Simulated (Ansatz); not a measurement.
## MnO under changes of volume

One of the cells (10.999 Å³/atom); the others are scaled copies at fixed shape and fractional positions:

```
Mn O
1.0
     0.00000    2.22391    2.22391
     2.22391    0.00000    2.22391
     2.22391    2.22391    0.00000
Mn O
1 1
Cartesian
  0.0000 0.0000 0.0000
  2.2239 2.2239 2.2239
```

The cell is a database's computed one.

```yaml
Program: Ansatz 0.2.0
Functional: HSE06
Potentials_or_basis: Ansatz PAW
Cutoff: "420 eV (not typed: the program's choice for these potentials)"
k_mesh: 5 × 5 × 5
Occupations: fermi-dirac, width 0.05 eV
Spin: collinear spin, ferromagnetic start
Starting_moments: "[4.0, 0.0] μB"
```

| volume (Å³/atom) | energy over the lowest point (meV/atom) | pressure (GPa) | gap on the mesh (eV) |
| --- | --- | --- | --- |
| 10.339 | 26.39 | 12.6 | 1.59 |
| 10.559 | 12.32 | 8.2 | 1.54 |
| 10.779 | 3.91 | 4.3 | 1.49 |
| 10.999 | 0.00 | 0.8 | 1.45 |
| 11.219 | 1.33 | -2.4 | 1.40 |
| 11.439 | 6.53 | -5.2 | 1.36 |
| 11.659 | ? | ? | ? |

**Question.** What does the run at 11.659 Å³/atom give?

**Answer.** Energy over the lowest point 15.38 meV/atom; pressure -7.8 GPa; gap on the mesh 1.33 eV.

Worked out: A Birch-Murnaghan fit of order 3 (a polynomial in V^(-2/3)) to the other rows has its minimum at 11.06 Å³/atom with B0 = V·E''(V) = 166 GPa and B' = 2.9. It gives 15.87 meV/atom at 11.659 Å³/atom, against the run's 15.38, and -dE/dV = -8.2 GPa, against -7.8. A straight line through the other rows of the gap, of slope -2.28 eV per unit of ln V, extrapolates to 1.31 eV, against the run's 1.33.

Energies are extrapolated to zero smearing.

Caveats: all runs use coarse meshes; the magnetic or orbital state may not be the lowest; odd divisions of the mesh miss points on the zone boundary, where band edges often lie, so the gap on the mesh can be too wide; a cell with one magnetic atom can't hold antiferromagnetic order, which such compounds often take; the PAW data sets come from PBE, with cores solved anew for the run's functional, which leaves a small shift of forces and pressure; the thresholds are loose for stress.

A mesh can miss the band edges.
